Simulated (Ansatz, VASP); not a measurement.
**WC: VASP beside Ansatz**

```
W C
1.0
     0.00000    2.19268    2.19268
     2.19268    0.00000    2.19268
     2.19268    2.19268    0.00000
W C
1 1
Cartesian
  0.0000 0.3536 0.3536
  2.1927 2.1927 2.1927
```

Change from the starting cell: all W atoms moved -0.500 Å, as atom 1 towards its neighbour atom 1 (W) at 3.101 Å.

Alike in both runs: task single point; functional LDA; k mesh 18 × 18 × 18; occupations gaussian, width 0.15 eV; no spin polarisation.

|  | VASP | Ansatz |
| --- | --- | --- |
| version | VASP 6.6.1 | Ansatz 0.2.0 |
| potentials or method | VASP PAW LDA potentials, release 64 (W_sv, C) | scalar-relativistic, plane waves, PAW |
| plane-wave cutoff (eV) | 520 | 420 |
| valence electrons in the cell | 18 | 18 |

Ansatz gave:

```
gap on the k mesh at the Fermi level (eV)       : none
pressure (GPa)                                  : 21.5
largest component of the traceless stress (GPa) : 35.52
rms of the force components (eV/Å)              : 2.802
```

Task: Which values does VASP return?

Result: gap on the k mesh at the Fermi level (eV): none; pressure (GPa): 24.0; largest component of the traceless stress (GPa): 35.98; rms of the force components (eV/Å): 2.872.

Atom by atom the forces differ by 0.070 eV/Å (rms over components). A gap of «none» marks a metal or a gap that the smearing closes.

Caveats: so large a pressure means that the cell lies far from this level's equilibrium, or that cutoff or potentials fall short (VASP); forces of over 1 eV/Å show positions far from the minimum, so gaps and moduli don't describe the material at rest. Spin-orbit coupling is left out, which matters for the levels of W.
